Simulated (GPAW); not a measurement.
# Hf in GPAW: convergence with k mesh

Input of the first run (k mesh 3 × 3 × 2); the others differ in this setting and in those tied to it:

run.py

```python
import json
import numpy as np
import spglib
from ase.calculators.mixing import SumCalculator
from ase.constraints import FixSymmetry
from ase.filters import FrechetCellFilter
from ase.io import read, write
from ase.optimize import BFGS
from ase.stress import full_3x3_to_voigt_6_stress, voigt_6_to_full_3x3_strain, voigt_6_to_full_3x3_stress
from ase.units import GPa
from dftd3.ase import DFTD3
from gpaw import GPAW, PW

atoms = read('POSCAR')

calc = GPAW(mode=PW(450),
            xc='PBE',
            kpts={'size': (3, 3, 2), 'gamma': True},
            occupations={'name': 'fermi-dirac', 'width': 0.05},
            nbands=24,
            convergence={'density': 1e-06, 'eigenstates': 1e-09},
            maxiter=150,
            symmetry={'tolerance': 0.001},
            txt='gpaw.txt')
atoms.calc = SumCalculator([calc, DFTD3(method='pbe', damping='d3zero')])
atoms.set_constraint(FixSymmetry(atoms))
BFGS(FrechetCellFilter(atoms), trajectory='relax.traj', logfile='-').run(fmax=0.005, steps=40)
atoms.set_constraint()
energy = atoms.get_potential_energy()
forces = atoms.get_forces()
stress = atoms.get_stress()
calc.write('gs.gpw')
write('result.traj', atoms)
print('Cell:', atoms.cell.cellpar().round(4))
print(atoms.get_scaled_positions().round(5))

gpts = tuple(int(n) for n in calc.get_number_of_grid_points())
cell = atoms.cell[:].T
dataset = spglib.get_symmetry((atoms.cell[:], atoms.get_scaled_positions(), atoms.numbers), symprec=1e-4)
rotations = [cell @ w @ np.linalg.inv(cell) for w in dataset['rotations']]
strains, clamped, relaxed = [], [], []
for v in [0, 2, 3]:
    for e in (-0.01, 0.01):
        voigt = np.zeros(6)
        voigt[v] = e
        F = voigt_6_to_full_3x3_strain(voigt)
        a = atoms.copy()
        a.set_cell(atoms.cell[:] @ F, scale_atoms=True)
        c = GPAW(mode=PW(450),
                 xc='PBE',
                 kpts={'size': (3, 3, 2), 'gamma': True},
                 occupations={'name': 'fermi-dirac', 'width': 0.05},
                 nbands=24,
                 convergence={'density': 1e-06, 'eigenstates': 1e-09},
                 maxiter=150,
                 symmetry={'tolerance': 0.001},
                 gpts=gpts,
                 txt=f'strain-{v}{e:+.3f}.txt')
        a.calc = SumCalculator([c, DFTD3(method='pbe', damping='d3zero')])
        s0 = s1 = a.get_stress() - stress
        BFGS(a, logfile=None).run(fmax=0.003, steps=25)
        s1 = a.get_stress() - stress
        print(v, e, 'clamped', (s0 / GPa).round(3), 'relaxed', (s1 / GPa).round(3), flush=True)
        for R in rotations:  # images under the point group
            eps = R @ (F - np.eye(3)) @ R.T
            strains.append(full_3x3_to_voigt_6_stress(eps) * [1, 1, 1, 2, 2, 2])
            for s, rows in ((s0, clamped), (s1, relaxed)):
                rows.append(full_3x3_to_voigt_6_stress(R @ voigt_6_to_full_3x3_stress(s) @ R.T))

C0, C = (np.linalg.lstsq(np.array(strains), np.array(s), rcond=None)[0].T / GPa for s in (clamped, relaxed))
print('Clamped-ion Cij (GPa):')
print(C0.round(1))
print('Relaxed-ion Cij (GPa):')
print(C.round(1))
json.dump({'clamped': C0.tolist(), 'relaxed': C.tolist()}, open('elastic.json', 'w'))
```

File POSCAR:

```
Hf
1.0
    3.1967000000      0.0000000000      0.0000000000
   -1.5983500000      2.7684234083      0.0000000000
    0.0000000000      0.0000000000      5.0578000000
Hf
2
Direct
    0.6666666667      0.3333333333      0.7500000000
    0.3333333333      0.6666666667      0.2500000000
```

Potentials or basis: GPAW PAW data sets (gpaw-data 1.2.1), pw.

Launch:

```console
$ OMP_NUM_THREADS=1 python run.py
```

Hardware: 1 thread of Arm Neoverse V1, with other jobs on the host.

```csv
k mesh,"energy less the tightest run, at zero smearing (meV/atom)",SCF cycles,CPU time (s),peak memory (GiB)
3 × 3 × 2,-33.93,10,42,0.21
4 × 4 × 2,32.02,10,62,0.21
5 × 5 × 3,-3.57,10,92,0.22
6 × 6 × 3,26.20,10,120,0.25
7 × 7 × 4,-2.07,10,210,0.27
9 × 9 × 5,-4.87,10,350,0.46
10 × 10 × 6,0.00,10,500,0.52
```

Not settled before the last step: the energy (to 1 meV/atom). Meshes of other sizes hit other points, so gaps and Fermi surfaces needn't settle smoothly. The tightest run that finished is the yardstick and may itself not be fully converged.

Caveat, for the tightest run too: the cutoff is short for stress and forces, so pressures can be off by a GPa or more; the density grid can change from cell to cell, which puts small steps into energies and stress; pairwise dispersion overbinds metals, which lowers pressure and volume. The run has no spin-orbit coupling, so splittings on Hf are missing.
